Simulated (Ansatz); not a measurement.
# RbBr: band gap under strain

How does strain move the band edges of RbBr (rocksalt), and do the functionals agree on it? States: +2.7 % biaxial strain in x and y, z held; -3.2 % shear in the xy plane; -5.7 % strain along [111] alone.

The runs shown are made with Ansatz 0.2.0. PAW datasets, plane waves. Calculated at 0 K for a non-magnetic cell.

## (1) The system as given

The unstrained cell was relaxed with r2SCAN; in each strained cell the atoms were relaxed again with r2SCAN. Names of k-points are those of the unstrained zone, where strain can split equivalent points. First state: +2.7 % biaxial strain in x and y, z held.

Space group I4/mmm (No. 139), tetragonal; a = 5.028 Å, c = 6.922 Å in the conventional setting, 43.75 Å³ an atom. Rb has 6 Br at 3.46–3.56 Å; Br has 6 Rb at 3.46–3.56 Å.

As a file:

```xyz
2
Lattice="0.0000 3.5553 3.4608 3.5553 0.0000 3.4608 3.5553 3.5553 0.0000" Properties=species:S:1:pos:R:3 pbc="T T T"
Rb    0.0000    0.0000    0.0000
Br    3.5553    3.5553    3.4608
```

## (2) +2.7 % biaxial strain in x and y, z held: PBE

File input.yaml:

```yaml
crystal:
  lattice:
    - [0.0, 3.555306643, 3.4608260907]
    - [3.555306643, 0.0, 3.4608260907]
    - [3.555306643, 3.555306643, 0.0]
  atoms:
    - { symbol: Rb, position: [0.0, 0.0, 0.0] }
    - { symbol: Br, position: [0.5, 0.5, 0.5] }
kpoints:
  mp_grid: { grid: [6, 6, 6] }
  band_path:
    path:
      - [0.0, 0.0, 0.0]
      - [0.5, 0.0, 0.5]
      - [0.625, 0.25, 0.625]
      - [0.375, 0.375, 0.75]
      - [0.5, 0.5, 0.5]
      - [0.5, 0.25, 0.75]
    npoints: 1
hamiltonian:
  xc: pbe
scf:
  occupations: { method: fermi_dirac, width: 0.02 }
  n_extra_bands: 4
output:
  forces: true
  stress: true
  eigenvalues: true
```

Launch:

```bash
ansatz run input.yaml --threads 4 --pin off --max-ram 3686MiB --backend cpu --events-out ev --progress --plain --runs-dir out
```

Further steps of the session: +2.7 % biaxial strain in x and y, z held: r2SCAN; +2.7 % biaxial strain in x and y, z held: HSE06; -3.2 % shear in the xy plane: PBE; -3.2 % shear in the xy plane: r2SCAN; -3.2 % shear in the xy plane: HSE06; -5.7 % strain along [111] alone: PBE; -5.7 % strain along [111] alone: r2SCAN; -5.7 % strain along [111] alone: HSE06.

What does the calculation give?

**Answer**, as computed:

Least gap in eV (negative: overlap):

| state | PBE | r2SCAN | HSE06 |
| --- | --- | --- | --- |
| +2.7 % biaxial strain in x and y, z held | 4.15 | 4.74 | 5.29 |
| -3.2 % shear in the xy plane | 4.26 | 4.86 | 5.41 |
| -5.7 % strain along [111] alone | 4.37 | 4.98 | 5.53 |

Where both were run, the HSE06 gap lies +1.14 to +1.16 eV from PBE's, each on its own k points. In PBE the gap is least under +2.7 % biaxial strain in x and y, z held (4.15 eV) and largest under -5.7 % strain along [111] alone (4.37 eV).
